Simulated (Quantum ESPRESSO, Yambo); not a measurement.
# How the form of the self-energy moves the gap of KI (Fm-3m), part 2 of 2

Wanted: the gap of KI (Fm-3m) under several approximations, with cost.

Quantum ESPRESSO 7.5 and Yambo 5.3.0; PBE and many-body steps on it, plane waves. Known limits of the many-body steps: not at the basis limit; no spin-orbit coupling.

So far. Step 2 (Empty states on the mesh, 4×4×4 mesh, 384 bands): On this mesh the gap is 3.968 eV. Step 4 (G0W0, Godby-Needs plasmon pole): The gap on the mesh goes from 3.97 eV to 6.05 eV, a correction of +2.08 eV.

## Step 5: One-shot COHSEX

This step: one-shot COHSEX on PBE, plane waves, norm-conserving pseudopotentials.

The input, gw4.in:

```
HF_and_locXC
gw0
dyson
cohsex
em1s
rim_cut
RandQpts= 1000000
RandGvec= 1 RL
EXXRLvcs= 76 Ry
VXCRLvcs= 304 Ry
Chimod= "HARTREE"
% BndsRnXs
 1 | 167 |
%
NGsBlkXs= 11.5 Ry
% LongDrXs
 1 | 1 | 1 |
%
% GbndRnge
 1 | 167 |
%
DysSolver= "n"
ExtendOut
% QPkrange
 1 | 1 | 16 | 19 |
%
```

Run with:

```bash
$ OMP_NUM_THREADS=1 mpirun -n 4 yambo -F gw4.in -J gw4 -C gw4 > gw4.log
```

What it wrote:

```text
 Yambo, version 5.3.0

 [02] CORE Variables Setup
 =========================

  [... cell, symmetries and grids as in the set-up ...]

  [02.05] Energies & Occupations
  ==============================

  [X] === General ===
  [X] Electronic Temperature                        :  0.000000  0.000000 [eV K]
  [X] Bosonic    Temperature                        :  0.000000  0.000000 [eV K]
  [X] Finite Temperature mode                       : no
  [X] El. density                                   :  0.38557E+24 [cm-3]
  [X] Fermi Level                                   :  2.834744 [eV]

  [X] === Gaps and Widths ===
  [X] Conduction Band Min                           :  3.967596 [eV]
  [X] Valence Band Max                              :  0.000000 [eV]
  [X] Filled Bands                                  :  17
  [X] Empty Bands                                   :    18   384
  [X] Direct Gap                                    :  3.967596 [eV]
  [X] Direct Gap localized at k                     :  1
  [X] Indirect Gap                                  :  3.967596 [eV]
  [X] Indirect Gap between kpts                     :  1  1
  [X] Last valence band width                       :  0.596216 [eV]
  [X] 1st conduction band width                     :  2.515619 [eV]

 [03] Transferred momenta grid and indexing
 ==========================================

 IBZ Q-points                                      :   8
 BZ  Q-points                                      :   64

 K/Q-points units:
 rlu = crystal or reduced units; cc = cartesian coordinates; iku = interal k-units

 Q [1]          [rlu]:  0.000000  0.000000  0.000000
 Q [2]          [rlu]: -0.66843E-18 -0.66843E-18  0.25000
 Q [3]          [rlu]:  0.13369E-17  0.13369E-17 -0.50000
[...]
BZ Q point size factor                           : -1.000000
  X Optical Averaged directions                    : none

 [07] Local Exchange-Correlation + Non-Local Fock
 ================================================

 [VXC] Plane waves :   53377
 [EXS] Plane waves :   6735

 QP @ state[ 1 ] K range:  1  1
 QP @ state[ 1 ] b range:  16  19

 [xc] Functional : Perdew, Burke & Ernzerhof(X)+Perdew, Burke & Ernzerhof(C)
 [xc] LIBXC used to calculate xc functional
  PP Number of Atomic Species                      :  2
  NLCC RL compoments                               :   53377
  PP Number of Atomic Species                      :  2
  NLCC RL compoments                               :   53377

 [xc] E_xc :  -26.22148 [Ha]
      E_xc :  -52.44295 [Ry]

  Local XC kind (lXC) : Perdew, Burke & Ernzerhof(X)+Perdew, Burke & Ernzerhof(C)
  Non-Local XC kind (nlXC) : Hartree-Fock

  Corrections @ K [1] :  [eV]
 <16|nlXC|16> = -16.25149  0.18994E-18 <16|lXC|16> = -13.18414  0.000000
 <17|nlXC|17> = -16.25157  0.27936E-17 <17|lXC|17> = -13.18414  0.000000
 <18|nlXC|18> = -3.749256  0.81879E-18 <18|lXC|18> = -7.190462  0.000000
 <19|nlXC|19> = -3.670704 -0.12127E-17 <19|lXC|19> = -7.985012  0.000000

 [08] Dyson equation: Newton solver
 ==================================

 [Newton] Sc step       :  0.100000 [eV]
 [Newton] Sc steps      :  1

  [08.01] G0W0 (COHSEX)
  =====================

  [  GW  ] Bands range     :   1  19

  QP @ state[ 1 ] K range:  1  1
  QP @ state[ 1 ] b range:  16  19

   Sc Empty Bands                                   : no
   Sc bands terminator                              : no
   Sx RL components                                 :   6735

   QP @ state[ 1 ] K range                          :  1  1
   QP @ state[ 1 ] b range                          :  16  19
   GF WF`s kind                                     : Perdew, Burke & Ernzerhof(X)+Perdew, Burke & Ernzerhof(C)
   Xs energies kind                                 : Perdew, Burke & Ernzerhof(X)+Perdew, Burke & Ernzerhof(C)
   Xs WF`s kind                                     : Perdew, Burke & Ernzerhof(X)+Perdew, Burke & Ernzerhof(C)

 [11] Game Over & Game summary
```

The job ended after 9.2 min (4 MPI ranks of Intel Xeon Platinum 8259CL at 2.50GHz (Skylake/Cascade Lake), shared host; peak memory 2.2 GiB; 37 min of CPU time).

Numbers from this step:

```yaml
quasiparticle_gap_on_the_points_computed: 7.384 eV
starting_gap_on_the_mesh: 3.968 eV
k_of_the_valence_top: 0, 0, 0
k_of_the_conduction_bottom: 0, 0, 0
least_direct_quasiparticle_gap_on_the_computed_points: 7.384 eV
z_at_the_valence_top: 1
z_at_the_conduction_bottom: 1
```

Against G0W0 in Yambo (4×4×4 mesh, 167 bands, screening to 156.5 eV, Godby-Needs plasmon pole), the gap moves by +1.332 eV.

## Step 6: One-shot Hartree-Fock

This step: one-shot Hartree-Fock on PBE, plane waves, norm-conserving pseudopotentials.

The input, gw5.in:

```
HF_and_locXC
rim_cut
RandQpts= 1000000
RandGvec= 1 RL
EXXRLvcs= 76 Ry
VXCRLvcs= 304 Ry
% QPkrange
 1 | 1 | 16 | 19 |
%
```

Run with:

```bash
$ OMP_NUM_THREADS=1 mpirun -n 4 yambo -F gw5.in -J gw5 -C gw5 > gw5.log
```

What it wrote:

```text
 Yambo, version 5.3.0

 [02] CORE Variables Setup
 =========================

  [... cell, symmetries and grids as in the set-up ...]

  [02.05] Energies & Occupations
  ==============================

  [X] === General ===
  [X] Electronic Temperature                        :  0.000000  0.000000 [eV K]
  [X] Bosonic    Temperature                        :  0.000000  0.000000 [eV K]
  [X] Finite Temperature mode                       : no
  [X] El. density                                   :  0.38557E+24 [cm-3]
[...]
PP Number of Atomic Species                      :  2
  NLCC RL compoments                               :   53377

 [xc] E_xc :  -26.22148 [Ha]
      E_xc :  -52.44295 [Ry]

  Local XC kind (lXC) : Perdew, Burke & Ernzerhof(X)+Perdew, Burke & Ernzerhof(C)
  Non-Local XC kind (nlXC) : Hartree-Fock

  Corrections @ K [1] :  [eV]
 <16|nlXC|16> = -16.25149  0.18994E-18 <16|lXC|16> = -13.18414  0.000000
 <17|nlXC|17> = -16.25157  0.27936E-17 <17|lXC|17> = -13.18414  0.000000
 <18|nlXC|18> = -3.749256  0.81879E-18 <18|lXC|18> = -7.190462  0.000000
 <19|nlXC|19> = -3.670704 -0.12127E-17 <19|lXC|19> = -7.985012  0.000000

 [08] Game Over & Game summary
```

Run time: 30 s. Hardware: 4 MPI ranks; peak memory 2.1 GiB; 2 min of CPU time.

Numbers from this step:

| Property | Result |
| --- | --- |
| quasiparticle gap on the mesh | 10.48 eV |
| starting gap on the mesh | 3.968 eV |
| k of the valence top | 0, 0, 0 |
| k of the conduction bottom | 0, 0, 0 |
| least direct quasiparticle gap on the computed points | 10.48 eV |

Against G0W0 in Yambo (4×4×4 mesh, 167 bands, screening to 156.5 eV, Godby-Needs plasmon pole), the gap moves by +4.425 eV.

## Step 7: Side by side

Times are wall times on 4 MPI ranks of Intel Xeon Platinum 8259CL at 2.50GHz (Skylake/Cascade Lake), shared host, good to a factor of about two.

| run | mesh | bands | screening cutoff (eV) | DFT gap (eV) | gap on the mesh (eV) | direct (eV) | time |
| --- | --- | --- | --- | --- | --- | --- | --- |
| G0W0, Godby-Needs plasmon pole | 4×4×4 | 167 | 156.5 | 3.968 | 6.052 | 6.052 | 12 min |
| one-shot COHSEX | 4×4×4 | 167 | 156.5 | 3.968 | 7.384 | 7.384 | 9.2 min |
| one-shot Hartree-Fock | 4×4×4 | - | - | 3.968 | 10.476 | 10.476 | 30 s |

## Step 8: Outcome

* G0W0, Godby-Needs plasmon pole: 6.052 eV
* one-shot COHSEX: 7.384 eV
* one-shot Hartree-Fock: 10.476 eV
* known limits: not at the basis limit; no spin-orbit coupling

**Reading.** One-shot COHSEX: +1.332 eV against G0W0, Godby-Needs plasmon pole. One-shot Hartree-Fock: +4.425 eV against G0W0, Godby-Needs plasmon pole. Bare exchange alone opens the gap to 10.48 eV; against G0W0, correlation takes back 4.42 eV. Static COHSEX lies above G0W0: it lacks the factor Z and overstates the Coulomb hole of the filled states. Bands and cutoff are finite, so the gap is not at the basis limit. The miss can reach some tenths of an eV and take either sign; the mesh is an error of its own. The many-body steps are scalar-relativistic: spin-orbit coupling is not in them.

[Paths, hosts, dates, memory and timing lines, banners, echoed tables and standing remarks are left out of the program output.]

[Logs are printed without paths, hosts, clocks, repeated set-up lines and the standing remarks that a program may print on its own settings, such as how far it seeks lower states.]

[Runs of the session that timed out or met a known fault of the program may be left out.]

[Hosts, paths, dates, database ids (printed as entryN), source tags and the programs' standing remarks are cut or masked in the printed files.]
